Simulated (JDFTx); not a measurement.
Ni:

```
Ni
1.0
     0.00000    1.73757    1.73757
     1.73757    0.00000    1.73757
     1.73757    1.73757    0.00000
Ni
1
Direct
  0.00000 0.00000 0.00000
```

```yaml
Program: JDFTx 1.7.0 (patched build)
Task: single point
Functional: PBEsol
Potentials_or_basis: PseudoDojo-SR-PBEsol-0.4.1-standard with smoothed tails
Cutoff: 1333 eV
Density_cutoff: 5333 eV
k_mesh: 13 × 13 × 13
Occupations: fermi-dirac, width 0.05 eV
Spin: collinear spin, ferromagnetic start
Starting_moments: "[1.0] μB"
```

On this cell: pressure -2.4 GPa; net moment 0.63 μB per cell; site moments Ni +0.66 μB; band gap on the k mesh none (metal or under the smearing width).

The same run follows on a disturbed copy (cell strained at random at fixed volume):

```
CELL_PARAMETERS angstrom
0.01655 1.75725 1.76824
1.71912 0.01633 1.76846
1.71447 1.75283 0.02098
ATOMIC_POSITIONS crystal
Ni 0.00651 0.01144 0.96710
```

**Question.** What does the disturbed cell give?

**Answer.** The energy (extrapolated to zero smearing) moves by +3.3 meV/atom; pressure -2.3 GPa; net moment 0.63 μB per cell; site moments Ni +0.66 μB; band gap on the k mesh none (metal or under the smearing width).

Stress tensor (GPa, compression positive):
```
-0.36 -1.08 -1.85
-1.08 -2.87 -1.55
-1.85 -1.55 -3.76
```
